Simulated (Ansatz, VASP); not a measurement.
# Two plane-wave programs on Ag

```xyz
1
Lattice="0.0000 2.0269 2.0269 2.0269 0.0000 2.0269 2.0269 2.0269 0.0000" Properties=species:S:1:pos:R:3 pbc="T T T"
Ag    0.0000    0.0000    0.0000
```

Alike in both runs: functional PBEsol; k mesh 24 × 24 × 24; occupations fermi-dirac, width 0.1 eV; no spin polarisation.

Ansatz relaxed the structure, and its values are those at the end. VASP's run is a single point on that final structure, the one shown.

|  | VASP | Ansatz |
| --- | --- | --- |
| version | VASP 6.6.1 | Ansatz 0.2.0 |
| potentials or method | VASP PAW PBE potentials, release 64 (Ag) | PAW with Ansatz's default frozen-core files, scalar-relativistic |
| plane-wave cutoff (eV) | 520 | 420 |
| valence electrons in the cell | 11 | 19 |

```csv
,VASP,Ansatz,Ansatz less VASP
pressure (GPa),-0.2,0.0,+0.23
```

The two sets of potentials don't hold the same shells in valence.

Caveats: the PAW data sets were made with another functional, which shifts forces and pressure a little (VASP).
